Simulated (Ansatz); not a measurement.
**HgSe₂ and its competing phases**

The calculation used DFT PBE+D3(BJ), scalar-relativistic, plane waves, PAW (Ansatz 0.2.0). All cells share a 420 eV cutoff and Γ-centred k meshes spaced at most about 0.3 Å⁻¹ (about 0.25 or finer for metals, 2π included). No spin polarisation.

The zero of energy is the elements' standard structures at the same level; no fitted shifts are applied. The references include crystalline Hg.

Temperature and zero-point effects are left out. These runs have no spin–orbit coupling, which can matter for Hg.

The competitors are the elements and 1 reference phase of this chemical system (from databases or known types: HgSe), relaxed at the same level; other known phases may be missing.

The candidate was reached from: two kinds of sheet stacked in turn.

```cif
data_structure
_symmetry_space_group_name_H-M 'P4/nmm:1'
_symmetry_Int_Tables_number 129
_cell_length_a 4.1014
_cell_length_b 4.1014
_cell_length_c 9.0235
_cell_angle_alpha 90.000
_cell_angle_beta 90.000
_cell_angle_gamma 90.000
_cell_volume 151.79
loop_
_atom_site_label
_atom_site_type_symbol
_atom_site_symmetry_multiplicity
_atom_site_Wyckoff_symbol
_atom_site_fract_x
_atom_site_fract_y
_atom_site_fract_z
_atom_site_occupancy
Hg1 Hg 2 b 0.50000 0.50000 0.50000 1
Se1 Se 2 a 0.00000 0.00000 0.00000 1
Se2 Se 2 c 0.50000 0.00000 0.70947 1
```

The lowest competing mixture at this composition:

| phase | space group | source | share of atoms | ΔE_f (eV/atom) |
| --- | --- | --- | --- | --- |
| Se | - | element | 0.3333 | 0.000 |
| HgSe | F-43m (No. 216) | Materials Project | 0.6667 | -0.171 |

Question: What are the hull's energy here, the candidate's formation energy and its margin?

Answer: The hull lies at -0.114 eV/atom, the weighted sum of the last column. The candidate has 0.268 eV/atom, which is 0.38 eV/atom above it. The candidate matches no cell in the subsets of the Crystallography Open Database and the Materials Project at hand. A phase this far over the hull is unlikely to be made.
